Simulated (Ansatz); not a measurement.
The system is NbP.

```xyz
4
Lattice="-1.6749 1.6749 5.7401 1.6749 -1.6749 5.7401 1.6749 1.6749 -5.7401" Properties=species:S:1:pos:R:3 pbc="T T T"
Nb    1.6749    0.0000    2.8687
Nb    0.0000    0.0000    5.7387
P     0.0000    1.6749    3.8200
P     0.0000    0.0000    0.9500
```

The cell is a database's computed one.

Base run:

| Property | Result |
| --- | --- |
| Program | Ansatz 0.2.0 |
| Functional | PBE |
| Potentials or basis | all-electron LAPW, scalar-relativistic |
| Cutoff | 207 eV |
| Density cutoff | 830 eV |
| Basis error allowed | 0.002 eV/atom |
| k mesh | 11 × 11 × 11 |
| Occupations | fermi-dirac, width 0.05 eV |
| Spin | no spin polarisation |

Its results: pressure -1.1 GPa; largest force 0.016 eV/Å.

The run is repeated on the same cell with these changes: functional from PBE to LDA. What comes out?

Pressure -9.3 GPa; largest force 0.015 eV/Å.

LDA binds more tightly than PBE, so the same cell stands under less pressure.

Not every run made on this cell is shown here.
